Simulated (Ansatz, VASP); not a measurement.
**Sr12Cl23: VASP beside Ansatz**

One calculation is typed for both programs; each brings its own data sets and cutoff. How far apart do they land? The structure shown is the end of the VASP relaxation below.

Main program and level: Ansatz 0.2.0; plane waves, with VASP 6.6.1 beside it; single point at PBEsol.

**1. The starting structure**

The cell holds 35 atoms: 12 Sr and 23 Cl. Its edges and angles: a = 9.785 Å, b = 9.785 Å, c = 14.677 Å, α = 60.0°, β = 60.0°, γ = 60.0°. It derives from SrCl2. Nearest the centre at fractional (0.250, 0.250, 0.333): Cl25 at 1.45 Å, Sr5 at 2.57 Å, Sr8 at 2.57 Å, Cl16 at 3.62 Å, Cl18 at 3.63 Å, Cl15 at 3.63 Å, Cl19 at 3.63 Å, Cl28 at 3.86 Å. The cell carries charge +1.

**2. VASP: relaxation, PBEsol**

This run makes the geometry at which the two programs are then compared.

Lines of VASP's logs that name or quote its potential files are left out, and so is its time.

Contents of INCAR:

```
SYSTEM = Sr12Cl23
PREC = Normal
ENCUT = 280
EDIFF = 1E-05
NELM = 120
ISMEAR = 0
SIGMA = 0.05
LREAL = Auto
ALGO = Fast
GGA = PS
NELECT = 280
NBANDS = 168
LORBIT = 11
LWAVE = .FALSE.
LCHARG = .FALSE.
NCORE = 6
IBRION = 2
NSW = 60
ISIF = 2
EDIFFG = -0.05
POTIM = 0.4
MAXMIX = 40
ISYM = 0
```

Contents of POSCAR:

```
Sr12Cl23
1.0
    0.0000000000      6.9187414712      6.9187414712
    6.9187414712      0.0000000000      6.9187414712
   10.3781122068     10.3781122068      0.0000000000
Sr Cl
12 23
Direct
   -0.0040079101     -0.0003695295      0.0009843091
   -0.0036903262      0.0016998921      0.3355790759
    0.0007464852      0.0017168017      0.6658001348
   -0.0010619826      0.4989963476      0.0007344857
   -0.0012105459      0.5031354319      0.3321479654
   -0.0079708901      0.5008417634      0.6690423210
    0.5013443113     -0.0042376839      0.0040139298
    0.5014438220     -0.0038740952      0.3335058066
    0.5009971613      0.0005406967      0.6653310239
    0.5007322892      0.4987574063      0.0000473243
    0.4993849245      0.4978677560      0.3331270360
    0.4967865896      0.5000541816      0.6666431009
    0.3727394038      0.3771047817      0.5847379044
    0.3733220521      0.3760173209      0.9169742513
    0.3731181121      0.8735307099      0.2517988448
    0.3714157405      0.8755314530      0.5845849931
    0.3780890444      0.8766149910      0.9138546710
    0.8738405224      0.3699796706      0.2510814725
    0.8759603915      0.3733554861      0.5844266562
    0.8772562163      0.3747677117      0.9156086750
    0.8771940172      0.8734106231      0.2523385409
    0.8755693700      0.8742210585      0.5827109747
    0.8750508774      0.8754520058      0.9165748809
    0.1277833671      0.1205552346      0.0830765604
    0.3795213944      0.3742865988      0.2482147682
    0.1231729493      0.1241322823      0.7515286092
    0.1204751837      0.6262314581      0.0880462527
    0.1240054348      0.6215003053      0.4174973307
    0.1258651409      0.6276796384      0.7485385476
    0.6197508697      0.1303696799      0.0816077465
    0.6291845925      0.1213013510      0.4160153581
    0.6253106057      0.1299748360      0.7477402928
    0.6210801696      0.6299975267      0.0838945984
    0.6241098027      0.6222316216      0.4172147092
    0.6204725742      0.6286715365      0.7511505463
```

Contents of KPOINTS:

```
Automatic mesh
0
Gamma
2 2 1
0 0 0
```

PAW data sets: Sr_sv and Cl (PBE family, release 64).

Launch:

```console
> mpirun -np 6 vasp_std
```

Numbers of over 12 decimals in the logs are rounded to 6 here.

Output:

```text
[banner, memory and clock lines left out]
running    6 mpi-ranks, on    1 nodes
[...]
|                                                                             |
|           W    W    AA    RRRRR   N    N  II  N    N   GGGG   !!!           |
|           W    W   A  A   R    R  NN   N  II  NN   N  G    G  !!!           |
|           W    W  A    A  R    R  N N  N  II  N N  N  G       !!!           |
|           W WW W  AAAAAA  RRRRR   N  N N  II  N  N N  G  GGG   !            |
|           WW  WW  A    A  R   R   N   NN  II  N   NN  G    G                |
|           W    W  A    A  R    R  N    N  II  N    N   GGGG   !!!           |
|                                                                             |
|     For optimal performance we recommend to set                             |
|       NCORE = 2 up to number-of-cores-per-socket                            |
|     NCORE specifies how many cores store one orbital (NPAR=cpu/NCORE).      |
|     This setting can greatly improve the performance of VASP for DFT.       |
[...]
8 F= -.15828574E+03 E0= -.15828574E+03  d E =-.338536E-01
[...]
WARNING in EDDRMM: call to ZHEGV failed, returncode =   6  3     70
   9 F= -.15829457E+03 E0= -.15829457E+03  d E =-.426860E-01
[...]
WARNING in EDDRMM: call to ZHEGV failed, returncode =   8  4     66
WARNING in EDDRMM: call to ZHEGV failed, returncode =   6  3     60
  10 F= -.15829810E+03 E0= -.15829810E+03  d E =-.462143E-01
[...]
WARNING in EDDRMM: call to ZHEGV failed, returncode =   6  3     90
  11 F= -.15830980E+03 E0= -.15830980E+03  d E =-.117041E-01
[...]
WARNING in EDDRMM: call to ZHEGV failed, returncode =   6  3    114
WARNING in EDDRMM: call to ZHEGV failed, returncode =   6  3    125
WARNING in EDDRMM: call to ZHEGV failed, returncode =   8  4    134
  12 F= -.15831107E+03 E0= -.15831107E+03  d E =-.129716E-01
  13 F= -.15831120E+03 E0= -.15831120E+03  d E =-.131003E-01
[...]
WARNING in EDDRMM: call to ZHEGV failed, returncode =   8  4    101
  14 F= -.15831464E+03 E0= -.15831464E+03  d E =-.343753E-02
 trial-energy change:   -0.003438  1 .order   -0.003481   -0.004915   -0.002047
 step:   7.6444(harm=  7.0460)  dis= 0.01294  next Energy=  -158.315489 (dE=-0.429E-02)
 reached required accuracy - stopping structural energy minimisation
```

From OUTCAR (step 2):

```text
  Total      -11.1700163    -11.2013774    -11.1631838      0.1290069      0.1803543      0.1754710
  in kB      -18.0119953    -18.0625661    -18.0009777      0.2080276      0.2908268      0.2829523
  external PRESSURE =     -18.0251797 kB  Pullay stress =       0.0000000 kB

 POSITION                                       TOTAL-FORCE (eV/Angst)
 -----------------------------------------------------------------------------------
     10.34763     10.34345      0.05560         0.000157      0.001636     -0.007131
     10.28560     10.28827     13.74368        -0.004453     -0.010316      0.018623
     13.97490     13.96552     13.68624         0.009813      0.016377     -0.010025
      3.46426      0.04600      3.42823         0.013064     -0.004938     -0.005723
      6.99545     10.28326     10.46673        -0.004251      0.001498      0.004646
     10.37388      6.90907      3.47890         0.005741      0.002454      0.005343
      0.05016      3.45700      3.43265        -0.001278      0.015184     -0.014373
     10.28145      6.99699     10.47024         0.004856     -0.007578     -0.001251
      6.91940     10.36649      3.47965        -0.007842     -0.000995      0.009136
      3.46557      3.46064      6.88813         0.008160      0.003024      0.009929
      6.95172      6.94923      6.88086         0.006413      0.004470     -0.015029
     10.36405     10.35199      6.91405         0.005041      0.009226      0.005042
      8.64824      8.64097      5.18886         0.005624      0.005482     -0.011375
     12.11565     12.10935      5.21225         0.005271      0.003627     -0.001078
[...]
-----------------------------------------------------------------------------------
    total drift:                                0.004850      0.010433      0.008616

  FREE ENERGIE OF THE ION-ELECTRON SYSTEM (eV)
  ---------------------------------------------------
  free  energy   TOTEN  =      -158.3146377553 eV

  energy  without entropy=     -158.3146377553  energy(sigma->0) =     -158.31463776

 reached required accuracy - stopping structural energy minimisation

[... 3 further parts left out ...]
[key lines of the parts left out:]
E-fermi :   0.2600
```

The cell is charged against a uniform background.

**3. Ansatz: single point, PBEsol**

Ansatz runs on its default PAW (the set named soft_2) files.

The same cell, functional, mesh and smearing now go to Ansatz, which takes its cutoff from its data sets.

Contents of input.yaml:

```yaml
crystal:
  lattice:
    - [0.0, 6.91874147, 6.91874147]
    - [6.91874147, 0.0, 6.91874147]
    - [10.37811221, 10.37811221, 0.0]
  atoms:
    - { symbol: Sr, position: [0.00371596, 0.00432044, 0.9941826] }
    - { symbol: Sr, position: [0.99341429, 0.99302861, 0.32906652] }
    - { symbol: Sr, position: [0.98839213, 0.98974856, 0.68674225] }
    - { symbol: Sr, position: [0.00072038, 0.49477842, 0.00395246] }
    - { symbol: Sr, position: [0.99400587, 0.51880236, 0.32818983] }
    - { symbol: Sr, position: [0.00101828, 0.50180483, 0.66505546] }
    - { symbol: Sr, position: [0.49427326, 0.0018648, 0.00358984] }
    - { symbol: Sr, position: [0.51929844, 0.99401788, 0.32800769] }
    - { symbol: Sr, position: [0.50057779, 0.00235316, 0.66516149] }
    - { symbol: Sr, position: [0.49743183, 0.49814417, 0.00183417] }
    - { symbol: Sr, position: [0.49708261, 0.49744177, 0.33821612] }
    - { symbol: Sr, position: [0.49878937, 0.50053221, 0.66495644] }
    - { symbol: Cl, position: [0.37446032, 0.37551202, 0.58297412] }
    - { symbol: Cl, position: [0.37622113, 0.37713154, 0.91600246] }
    - { symbol: Cl, position: [0.35438349, 0.89413349, 0.26381278] }
    - { symbol: Cl, position: [0.35231592, 0.89531477, 0.57068713] }
    - { symbol: Cl, position: [0.38096094, 0.87043829, 0.91573487] }
    - { symbol: Cl, position: [0.89448538, 0.35432236, 0.26357117] }
    - { symbol: Cl, position: [0.89402383, 0.35381944, 0.57111319] }
    - { symbol: Cl, position: [0.86913502, 0.38160949, 0.9159486] }
    - { symbol: Cl, position: [0.87834152, 0.87780288, 0.24347358] }
    - { symbol: Cl, position: [0.8943543, 0.89537685, 0.57110096] }
    - { symbol: Cl, position: [0.86753721, 0.86822826, 0.9259502] }
    - { symbol: Cl, position: [0.12399386, 0.12459145, 0.08202643] }
    - { symbol: Cl, position: [0.35483553, 0.35477704, 0.2633591] }
    - { symbol: Cl, position: [0.12541249, 0.12657904, 0.75034746] }
    - { symbol: Cl, position: [0.1252833, 0.62766148, 0.08173162] }
    - { symbol: Cl, position: [0.12385779, 0.62570647, 0.41570367] }
    - { symbol: Cl, position: [0.12416803, 0.62040643, 0.75387843] }
    - { symbol: Cl, position: [0.62704316, 0.12573738, 0.08183878] }
    - { symbol: Cl, position: [0.62595576, 0.12415085, 0.41542035] }
    - { symbol: Cl, position: [0.61938504, 0.12590693, 0.75336968] }
    - { symbol: Cl, position: [0.61692718, 0.61829011, 0.09632846] }
    - { symbol: Cl, position: [0.62584569, 0.62598777, 0.4154057] }
    - { symbol: Cl, position: [0.63013467, 0.63172533, 0.73744011] }
total_charge: 1
hamiltonian:
  xc: pbesol
  pseudopotentials: { kind: paw }
kpoints:
  mp_grid: { grid: [2, 2, 1] }
scf:
  occupations: { method: gaussian, width: 0.05 }
  n_extra_bands: 12
output:
  forces: true
  eigenvalues: true
  write_density: true
  write_potential: true
  elf: true
  volumetric_format: npy
```

Launch:

```console
> ansatz run input.yaml --threads 8 --pin off --max-ram 18432MiB --backend cpu --events-out ev --progress --plain --runs-dir out
```

Output:

```text
scf.n_extra_bands = 12 over 140 filled bands (N_el = 280.0): the run solves 152 bands
Engine: ansatz 0.2.0, aarch64-unknown-linux-gnu
Pseudopotentials: kind: paw
Pseudopotential: Sr, paw, valence charge 10, recommended cutoff 420 eV (normal), Sr.paw.azcp
Pseudopotential: Cl, paw, valence charge 7, recommended cutoff 420 eV (normal), Cl.paw.azcp
Functional definition: PBEsol
  exchange = pbesol_x
  correlation = pbesol_c
Crystal: 35 atoms, lattice volume = 993.579 Å³
Basis set: ecut = 420 eV, 19441 PW (Γ), exchange–correlation on 144×144×200 points (8 copies of the dense FFT grid, shifted against one another)
Bands: 152, of which v1, the nominal top of the filled ones, is band 140 counted from 1 (139 counted from 0)
Symmetry: 1 space group operations
Space group: P1 (ITA 1), of the structure as read, at distance tolerance 1.0e-4 Å
k-points: 4
Non-local potential: Sr, projectors of the file, l = 0: 3, l = 1: 2, l = 2: 2
Non-local potential: Cl, projectors of the file, l = 0: 2, l = 1: 2, l = 2: 2
PAW form: soft (Blöchl's): semilocal exchange-correlation on the pseudo side does not see the compensation charge
PAW frozen core: Sr, regenerated for the run's functional, and the local potential with it (the file was generated under x = pbe(κ = 0.804, μ = 0.219515), c = pbe(β = 0.066725))
PAW frozen core: Cl, regenerated for the run's functional, and the local potential with it (the file was generated under x = pbe(κ = 0.804, μ = 0.219515), c = pbe(β = 0.066725))
PAW one-centre angular grid: Sr, 110 points (default); XC on 64 Gauss nodes
PAW one-centre angular grid: Cl, 110 points (default); XC on 64 Gauss nodes
Initial density: superposition of atomic densities (neutral atoms scaled as one to the charged cell's electrons: chi_scale 0, normalization atom), corrected by the library's trained network
Initial wavefunctions: pseudopotential atomic-orbital guess
Functional: x = pbesol(κ = 0.804, μ = 0.123457), c = pbesol(β = 0.046)
SCF iter   1: F=—  HF=-66398.900953 eV  |F-HF|=—  |Δ(HF+E_count)|=         —  Δρ=3.14e-3  dr2=1.70e-1  ethr=1.77e-3  ⟨swp⟩=13.5  Hψ=3894  notcnv=0
preconditioner: auto → Resta (q_TF=auto, 2.209 Å⁻¹)  ε∞=3.1  [insulator: Δε(μ)=4.886 eV  Ē_g=13.115 eV  σ=0.050 eV  W_gap=1.00  n_scr=178 (ndim 8)  ℏωp=18.8 eV  f_vac=0.091  D(μ)=0.00/eV (n_scr^D=0)  ε∞_Penn≈3.1]
SCF iter   2: F=—  HF=-66398.850776 eV  |F-HF|=—  |Δ(HF+E_count)|=   5.02e-2  Δρ=1.28e-3  dr2=3.46e-2  ethr=6.09e-5  ⟨swp⟩=3.5  Hψ=1312  notcnv=0  defer=19
SCF iter   3: F=—  HF=-66398.841754 eV  |F-HF|=—  |Δ(HF+E_count)|=   9.02e-3  Δρ=3.97e-4  dr2=3.10e-3  ethr=1.23e-5  ⟨swp⟩=2.2  Hψ=1124  notcnv=0  defer=19
SCF iter   4: F=—  HF=-66398.842911 eV  |F-HF|=—  |Δ(HF+E_count)|=   1.16e-3  Δρ=8.84e-5  dr2=2.41e-4  ethr=1.11e-6  ⟨swp⟩=2.0  Hψ=995  notcnv=0  defer=19
SCF iter   5: F=—  HF=-66398.843295 eV  |F-HF|=—  |Δ(HF+E_count)|=   3.84e-4  Δρ=3.44e-5  dr2=2.73e-5  ethr=8.61e-8  ⟨swp⟩=2.0  Hψ=1084  notcnv=0  defer=19
SCF iter   6: F=—  HF=-66398.844064 eV  |F-HF|=—  |Δ(HF+E_count)|=   7.69e-4  Δρ=1.43e-5  dr2=2.84e-6  ethr=9.75e-9  ⟨swp⟩=2.0  Hψ=1120  notcnv=0  defer=19
SCF iter   7: F=—  HF=-66398.844069 eV  |F-HF|=—  |Δ(HF+E_count)|=   4.90e-6  Δρ=3.05e-6  dr2=1.55e-7  ethr=1.01e-9  ⟨swp⟩=2.0  Hψ=1065  notcnv=0  defer=19
SCF iter   8: F=-66398.844069 eV  HF=-66398.844069 eV  |F-HF|=2.06e-8  |Δ(HF+E_count)|=   6.93e-7  Δρ=6.27e-7  dr2=6.91e-9  ethr=3.57e-11  ⟨swp⟩=20.5  Hψ=6243  notcnv=0
SCF 1 converged in 8 iterations: F = -66398.844069 eV  dr2 = 6.91e-9
  greatest PAW one-centre occupation: 0.986 electrons in one spin orbital (limit 2), on the Sr atom at site 1 (counted from 0), in its partial waves of l = 0
SCF converged after 8 iterations
Free energy (F): -66398.844069 eV
Harris-Foulkes:  -66398.844069 eV  (|F-HF|=2.06e-8)
Internal energy: -66398.844069 eV  (E = F + TS)
E sigma→0 (E₀):  -66398.844069 eV
Fermi energy:    5.486276 eV
--- Per-component energies (eV) ---
  E_band       = -1759.303002
  E_kinetic    = 6639.380055
  E_local      = -14196.752841  (includes V_loc(G=0)·N_el)
  E_nonlocal   = 3102.926426
  E_hartree    = 3933.806446
  E_xc         = -4499.959553
  E_vxc        = -4733.348328  (∫ρ·V_xc dr)
  E_paw        = -46496.279769  (= ΣΔE_a)
  E_vpaw       = -439.124323  (= ΣTr[D̂ρ^β])
  E_aug_tail   = 0.002142  (compensation charges beyond the density's cutoff)
  E_ewald      = -14885.383082
  E_core_change = 3.416107  (= ΣΔE_core)
  E_smearing   = -0.000000  (= −TS)
  E_closure    = 0.000000  (closes the sum)
  E_deformation_potential = 11.595336  (in the stress; not in F)
  Σ components = -66398.844069   (vs F -66398.844069, Δ=0.00e0)
--- Forces (eV/Å), atoms counted from 1 ---
  atom   1  Sr    -0.00013700    -0.00009854    -0.00579333
  atom   2  Sr    -0.00787801    -0.01479023     0.01055550
  atom   3  Sr     0.01486631     0.01965768    -0.01042271
  atom   4  Sr     0.00645088    -0.00426665     0.00031286
  atom   5  Sr    -0.00157999    -0.00575097     0.01033997
  atom   6  Sr     0.00501929     0.00682613     0.00362716
  atom   7  Sr    -0.00136842     0.00813215    -0.00531941
  atom   8  Sr    -0.00294200    -0.00507755     0.00446889
  atom   9  Sr    -0.00206018    -0.00142209     0.00714861
  atom  10  Sr     0.00438800     0.00023396     0.00576992
  atom  11  Sr     0.00465325     0.00598829    -0.01354658
  atom  12  Sr     0.00573318     0.00728895     0.00066079
  atom  13  Cl     0.00417161     0.00249915    -0.00770032
  atom  14  Cl     0.00764894     0.00901546     0.00292545
  atom  15  Cl    -0.02118615    -0.01042286     0.00205918
  atom  16  Cl    -0.00330784     0.01243228     0.00247606
  atom  17  Cl    -0.01101562     0.00375708    -0.00116448
  atom  18  Cl    -0.00329832    -0.02312847    -0.00291073
  atom  19  Cl     0.00769727    -0.00464103     0.00035768
  atom  20  Cl     0.00152777    -0.00833896     0.00595249
  atom  21  Cl     0.00396179    -0.00294739     0.00390617
  atom  22  Cl    -0.00995505    -0.00525028    -0.02587260
  atom  23  Cl     0.00052606    -0.00318743    -0.00551628
  atom  24  Cl    -0.01613074    -0.01404520    -0.00718274
[...]
atom  28  Cl     0.01309206    -0.00012499    -0.00484969
  atom  29  Cl    -0.00358393    -0.00278688     0.00616496
  atom  30  Cl    -0.00387898     0.01893063     0.00025382
  atom  31  Cl     0.00704419     0.01366390    -0.01171949
  atom  32  Cl     0.00065440     0.00636023     0.00027061
  atom  33  Cl     0.00779565     0.01587944    -0.01238574
  atom  34  Cl     0.00165755     0.00349586     0.00532504
  atom  35  Cl    -0.03894872    -0.03509483     0.02565158
  max |Σ_I F_I| component: 6.36e-6 eV/Å
--- Band table (eV) ---
  k-point 0: bands = [... 136 lower, 2.7642, 2.8233, 2.8473, 2.9982, 7.9744, 8.5079, 8.7180, 8.7810, ... 8 higher]
  k-point 1: bands = [... 136 lower, 2.7854, 2.8196, 2.8507, 2.8898, 8.5037, 8.8825, 8.9433, 8.9525, ... 8 higher]
  k-point 2: bands = [... 136 lower, 2.7865, 2.8191, 2.8508, 2.8900, 8.5028, 8.8829, 8.9419, 8.9498, ... 8 higher]
  k-point 3: bands = [... 136 lower, 2.7812, 2.7870, 2.7926, 2.8683, 8.4946, 8.8473, 8.8901, 8.9597, ... 8 higher]
```

Elapsed: 18 s, on 8 threads of Arm Neoverse N1, shared host; peak memory 3.1 GiB.

**4. Side by side**

Known differences besides the potentials themselves: the cutoff is 420 eV in Ansatz and 280 eV in VASP (PREC = Normal, projectors in real space); Ansatz makes its cores anew for this functional, VASP keeps those of its PBE data sets; VASP leaves aspherical gradient terms in its spheres out (LASPH is not set), Ansatz keeps them. Total energies have different zeros and are not compared.

Compared:

```tsv
quantity	Ansatz	VASP	difference
gap on the k mesh (eV)	4.976	4.969	+0.008
```

At this near-relaxed geometry the largest component of a force difference is 9 meV/Å. A gap on the mesh is an upper bound, since the band edges may lie between its points. VASP's last cycles still show a density residual of 8e-03, so its state may not be settled.

**5. Results**

| Item | Value |
| --- | --- |
| difference in gap on the k mesh (single point, PBEsol) | 0.0076 eV |

What this shows: The difference in gap on the k mesh is 0.0076 eV (single point, PBEsol), within the 0.08 eV picked in this series as the mark of a large difference. How closely two codes agree says nothing of how well the functional describes the real material.

[Lines on the potential files, build, host, timing and source positions are cut from VASP's logs without a mark.]

[Logs are printed without paths, hosts, clocks, repeated set-up lines and the standing remarks that a program may print on its own settings, such as how far it seeks lower states.]

[Hosts, paths, dates, database ids (printed as entryN), source tags and the programs' standing remarks are cut or masked in the printed files.]
